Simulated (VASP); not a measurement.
# CoSi2 (Fm-3m) in VASP: further runs

Runs on CoSi2. Level: PBE. Tasks: relaxation of cell and atoms.

All numbers are computed with VASP 6.6.1; they aren't measurements. Logs are shortened: lines on timing, memory, paths and dates and some standing lists are left out, and cuts for length are marked.

## 1. The structure

Symmetry: Fm-3m, No. 225, cubic system. The conventional cell has a = 5.313 Å, b = 5.313 Å, c = 5.313 Å, α = 90.00°, β = 90.00°, γ = 90.00°. Co (site symmetry m-3m) is surrounded by 8 Si at 2.30 Å. Si (site symmetry -43m) has 4 Co at 2.30 Å as nearest neighbours.

The cell comes from a database or a generator and needn't be the stable form of this composition.

## 2. Relaxation of cell and atoms, PBE

Contents of INCAR:

```
SYSTEM = CoSi2
  PREC = Accurate
  ENCUT = 600
  EDIFF = 1E-6
  ISMEAR = 1
  SIGMA = 0.1
  LREAL = .FALSE.
  LASPH = .TRUE.
  NELM = 120
  ALGO = Fast
  ISIF = 3
  LWAVE = .FALSE.
  LCHARG = .FALSE.
  GGA = PE
  IBRION = 2
  NSW = 80
  EDIFFG = -0.005
  KPAR = 2
```

Contents of KPOINTS:

```
Automatic mesh
0
G
  14 14 14
  0 0 0
```

Contents of POSCAR:

```
CoSi2
1.0
    0.0000000000      2.6564198000      2.6564198000
    2.6564198000      0.0000000000      2.6564198000
    2.6564198000      2.6564198000      0.0000000000
Co Si
1 2
Direct
    0.0000000000      0.0000000000      0.0000000000
    0.7500000000      0.7500000000      0.7500000000
    0.2500000000      0.2500000000      0.2500000000
```

Potentials or basis: VASP PAW PBE potentials, release 64 (Co, Si).

On the command line:

```
$ cat potpaw_PBE.64/Co/POTCAR potpaw_PBE.64/Si/POTCAR > POTCAR
$ mpirun -np 2 vasp_std > vasp.out
```

OUTCAR:

```text
SYSTEM = CoSi2
   PREC = Accurate
   ENCUT = 600
   EDIFF = 1E-6
   ISMEAR = 1
   LREAL = .FALSE.
   LASPH = .TRUE.
   NELM = 120
   ISIF = 3
   GGA = PE
   IBRION = 2
   NSW = 80
   EDIFFG = -0.005

 ion  position               nearest neighbor table
   1  0.000  0.000  0.000-   2 2.30   2 2.30   2 2.30   2 2.30   3 2.30   3 2.30   3 2.30   3 2.30

   2  0.750  0.750  0.750-   1 2.30   1 2.30   1 2.30   1 2.30   3 2.66   3 2.66   3 2.66   3 2.66
                             3 2.66   3 2.66
   3  0.250  0.250  0.250-   1 2.30   1 2.30   1 2.30   1 2.30   2 2.66   2 2.66   2 2.66   2 2.66
                             2 2.66   2 2.66

  LATTYP: Found a face centered cubic cell.
 ALAT       =     5.3128396000

  Lattice vectors:

 A1 = (   0.0000000000,   2.6564198000,   2.6564198000)
 A2 = (   2.6564198000,   0.0000000000,   2.6564198000)
 A3 = (   2.6564198000,   2.6564198000,   0.0000000000)

Analysis of symmetry for initial positions (statically):
=====================================================================
 Subroutine PRICEL returns:
 Original cell was already a primitive cell.

 Routine SETGRP: Setting up the symmetry group for a
 face centered cubic supercell.

 Subroutine GETGRP returns: Found 48 space group operations
 (whereof 48 operations were pure point group operations)
 out of a pool of 48 trial point group operations.

The static configuration has the point symmetry O_h .

Analysis of symmetry for dynamics (positions and initial velocities):
=====================================================================
 Subroutine PRICEL returns:
 Original cell was already a primitive cell.

 Routine SETGRP: Setting up the symmetry group for a
 face centered cubic supercell.

 Subroutine GETGRP returns: Found 48 space group operations
 (whereof 48 operations were pure point group operations)
 out of a pool of 48 trial point group operations.

The dynamic configuration has the point symmetry O_h .

 Subroutine INISYM returns: Found 48 space group operations
 (whereof 48 operations are pure point group operations),
 and found     1 'primitive' translations

----------------------------------------------------------------------------------------

                                     Primitive cell

  volume of cell :      37.4904

  direct lattice vectors                    reciprocal lattice vectors
     0.000000000  2.656419800  2.656419800    -0.188223262  0.188223262  0.188223262
     2.656419800  0.000000000  2.656419800     0.188223262 -0.188223262  0.188223262
     2.656419800  2.656419800  0.000000000     0.188223262  0.188223262 -0.188223262

  length of vectors
[... 101 lines left out ...]
   IALGO  =     68    algorithm
   IMIX   =      4    mixing-type and parameters
     AMIX     =   0.40;   BMIX     =  1.00
     AMIX_MAG =   1.60;   BMIX_MAG =  1.00
  volume/ion in A,a.u.               =      12.50        84.33
  Fermi-wavevector in a.u.,A,eV,Ry     =   1.257721  2.376749 21.522552  1.581863
  Thomas-Fermi vector in A             =   2.391366
   LORBIT       =      0    0 simple, 1 ext, 2 COOP (PROOUT), +10 PAW based schemes
   GGA     = PE    functional components
   LHFCALC =     F    Hartree Fock is set to
   AEXX    =    0.0000 exact exchange contribution
   IVDW    =     0    specifies the selected vdW correction
   LEPSILON=     F    determine dielectric tensor
   LRPA    =     F    only Hartree local field effects (RPA)
 conjugate gradient relaxation of ions
 non-spin polarized calculation
 RMM-DIIS sequential band-by-band and
 Methfessel and Paxton  Order N= 1 SIGMA  =   0.10
  energy-cutoff  :      600.00
  volume of cell :       37.49
 maximum number of plane-waves:      1268
   NGX = 15   NGY = 15   NGZ = 15

--------------------------------------- Ionic step        1  -------------------------------------------

 number of electron      17.0000001 magnetization

 Free energy of the ion-electron system (eV)
  ---------------------------------------------------
  ext. energy  EPLUGINS =         0.00000000
  ---------------------------------------------------
  free energy    TOTEN  =       -19.28027928 eV

  energy without entropy =      -19.27958564  energy(sigma->0) =      -19.28004807

------------------------ aborting loop because EDIFF is reached ----------------------------------------

  FORCE on cell =-STRESS in cart. coord.  units (eV):
  Direction    XX          YY          ZZ          XY          YZ          ZX
  --------------------------------------------------------------------------------------
  -------------------------------------------------------------------------------------
  Total        1.0510484      1.0510484      1.0510484      0.0000000      0.0000000      0.0000000
  in kB       44.9172518     44.9172518     44.9172518      0.0000000      0.0000000      0.0000000
  external PRESSURE =      44.9172518 kB  Pullay stress =       0.0000000 kB
[... 24 lines left out ...]
--------------------------------------- Ionic step        2  -------------------------------------------

 number of electron      17.0000004 magnetization

 E-fermi :   9.7675     XC(G=0): -11.6270

 val. band max:        9.7516907714   @ k =   0.4286   0.2143   0.0714
 cond. band min:       9.7787920432   @ k =  -0.2857   0.2143   0.0714
 fundamental gap:      0.0271012718
 Fermi energy:         9.7674971818

 k-point     1 :       0.0000    0.0000    0.0000
  band No.  band energies     occupation
      1      -3.1787      2.00000
      2       5.7834      2.00000
      3       5.7834      2.00000
      4       5.7834      2.00000
      5       7.9224      2.00000
      6       7.9224      2.00000
      7      10.2498     -0.00000
      8      13.0514      0.00000
      9      13.0514      0.00000
     10      13.1528      0.00000
     11      13.1870      0.00000
     12      13.1870      0.00000
[... 381 lines left out ...]
--------------------------------------- Ionic step        3  -------------------------------------------

 number of electron      17.0000005 magnetization

 Free energy of the ion-electron system (eV)
  ---------------------------------------------------
  ext. energy  EPLUGINS =         0.00000000
  ---------------------------------------------------
  free energy    TOTEN  =       -19.29448081 eV

  energy without entropy =      -19.29383691  energy(sigma->0) =      -19.29426618

 E-fermi :  10.0952     XC(G=0): -11.7392

 val. band max:       10.0810160750   @ k =   0.4286   0.2143   0.0714
 cond. band min:      10.1016022800   @ k =   0.3571   0.0714   0.0000
 fundamental gap:      0.0205862049
 Fermi energy:        10.0952161051

 k-point     1 :       0.0000    0.0000    0.0000
  band No.  band energies     occupation
      1      -3.0403      2.00000
      2       6.0017      2.00000
      3       6.0017      2.00000
      4       6.0017      2.00000
      5       8.1700      2.00000
      6       8.1700      2.00000
      7      10.8144     -0.00000
      8      13.4739      0.00000
      9      13.4739      0.00000
     10      13.5214      0.00000
     11      13.5219      0.00000
     12      13.5219      0.00000
[... 375 lines left out ...]
  FREE ENERGIE OF THE ION-ELECTRON SYSTEM (eV)
  ---------------------------------------------------
  free  energy   TOTEN  =       -19.2944808089 eV

  energy  without entropy=      -19.2938369138  energy(sigma->0) =      -19.29426618

 reached required accuracy - stopping structural energy minimisation
```

OSZICAR:

```text
N       E                     dE             d eps       ncg     rms          rms(c)
DAV:   1     0.777576627196E+02    0.77758E+02   -0.77681E+03  2496   0.152E+03
DAV:   2    -0.158405623797E+02   -0.93598E+02   -0.87348E+02  2512   0.272E+02
DAV:   3    -0.205682564375E+02   -0.47277E+01   -0.45557E+01  3220   0.702E+01
[... 35 lines left out ...]
RMM:   6    -0.192944623679E+02   -0.40896E-05   -0.60784E-04  2569   0.311E-01    0.374E-02
RMM:   7    -0.192944770517E+02   -0.14684E-04   -0.18097E-04  2551   0.185E-01    0.257E-02
RMM:   8    -0.192944789328E+02   -0.18812E-05   -0.86020E-05  2682   0.104E-01    0.123E-02
RMM:   9    -0.192944805368E+02   -0.16040E-05   -0.24126E-05  2518   0.508E-02    0.446E-03
RMM:  10    -0.192944808089E+02   -0.27211E-06   -0.46166E-06  1968   0.264E-02
   3 F= -.19294481E+02 E0= -.19294266E+02  d E =-.142015E-01
```

CONTCAR:

```text
CoSi2
   1.00000000000000
     0.0000000000000000    2.6793495351595182    2.6793495351595182
     2.6793495351595182    0.0000000000000000    2.6793495351595182
     2.6793495351595182    2.6793495351595182    0.0000000000000000
  Co              Si
     1     2
Direct
     0.0000000000000000    0.0000000000000000    0.0000000000000000
     0.7500000000000000    0.7500000000000000    0.7500000000000000
     0.2500000000000000    0.2500000000000000    0.2500000000000000

  0.00000000E+00  0.00000000E+00  0.00000000E+00
  0.00000000E+00  0.00000000E+00  0.00000000E+00
  0.00000000E+00  0.00000000E+00  0.00000000E+00
```

Run time: 42 s. Hardware: 2 MPI ranks of Intel Xeon 6975P-C (Granite Rapids), shared host; peak memory 0.2 GiB.

What came out:

```yaml
Free_energy: -19.2945 eV
Relaxed_volume: 12.82 Å³/atom
Relaxed_cell: a = 3.789 Å, b = 3.789 Å, c = 3.789 Å, α = 60.00°, β = 60.00°, γ = 60.00°
Space_group_after_relaxing_to_0.05_Å: Fm-3m (No. 225)
Energy_gained_by_relaxing: 4.7 meV/atom
Ionic_steps: 3
Pressure_after_relaxing: 0.0 GPa
Band_gap_on_the_k_mesh: none (metal or under the smearing width)
```

The path:
```
step  energy change (eV)  largest force (eV/Å)  pressure (GPa)  volume (Å³)
   1              0.0000                0.0000            4.49        37.49
   2             -0.0012                0.0000           -4.05        39.42
   3             -0.0142                0.0000            0.03        38.47
```

Final structure:
```yaml
crystal:
  lattice:
    - [0.00000, 2.67935, 2.67935]
    - [2.67935, 0.00000, 2.67935]
    - [2.67935, 2.67935, 0.00000]
  atoms:
    - { symbol: Co, position: [0.00000, 0.00000, 0.00000] }
    - { symbol: Si, position: [0.75000, 0.75000, 0.75000] }
    - { symbol: Si, position: [0.25000, 0.25000, 0.25000] }
```

Spin polarisation is off, so any magnetic state and its effect on volume and gap are missing.

## 3. Relaxation of cell and atoms, PBE

This run uses another cell than the first one, of 12.82 Å³/atom, 1.026 times its volume.

INCAR is that of step 2.

KPOINTS is that of step 2.

Contents of POSCAR:

```
CoSi2                                   
1.0
    0.0000000000      2.6793495352      2.6793495352
    2.6793495352      0.0000000000      2.6793495352
    2.6793495352      2.6793495352      0.0000000000
  Co              Si            
     1     2
Direct
     0.0000000000000000    0.0000000000000000    0.0000000000000000
     0.7500000000000000    0.7500000000000000    0.7500000000000000
     0.2500000000000000    0.2500000000000000    0.2500000000000000
```

Potentials or basis: VASP PAW PBE potentials, release 64 (Co, Si).

On the command line:

```
$ cat potpaw_PBE.64/Co/POTCAR potpaw_PBE.64/Si/POTCAR > POTCAR
$ mpirun -np 2 vasp_std > vasp.out
```

Run time: 20 s. Hardware: 2 MPI ranks of Intel Xeon 6975P-C (Granite Rapids), shared host; peak memory 0.2 GiB.

It converged, with:

```
Free energy             : -19.2947 eV
Pressure after relaxing : -0.1 GPa
Band gap on the k mesh  : none (metal or under the smearing width)
```

Final structure:
```xyz
3
Lattice="0.0000 2.6793 2.6793 2.6793 0.0000 2.6793 2.6793 2.6793 0.0000" Properties=species:S:1:pos:R:3 pbc="T T T"
Co    0.0000    0.0000    0.0000
Si    4.0190    4.0190    4.0190
Si    1.3397    1.3397    1.3397
```

Levels at points of the mesh, in eV from the Fermi level:
```tsv
k point	band 5	band 6	band 7	band 8	band 9	band 10	band 11	band 12
(0.00, 0.00, 0.00)	-1.93	-1.93	0.72	3.38	3.38	3.43	3.43	3.43
(0.50, 0.00, 0.00)	-2.19	-1.65	-1.65	-0.50	-0.50	2.67	3.38	3.38
(0.50, 0.50, 0.00)	-3.68	-1.97	-1.97	-1.93	-1.35	1.54	2.90	8.53
```

Caveat: the relaxation stopped at its first step, so nothing moved. Spin polarisation is off, so any magnetic state and its effect on volume and gap are missing.
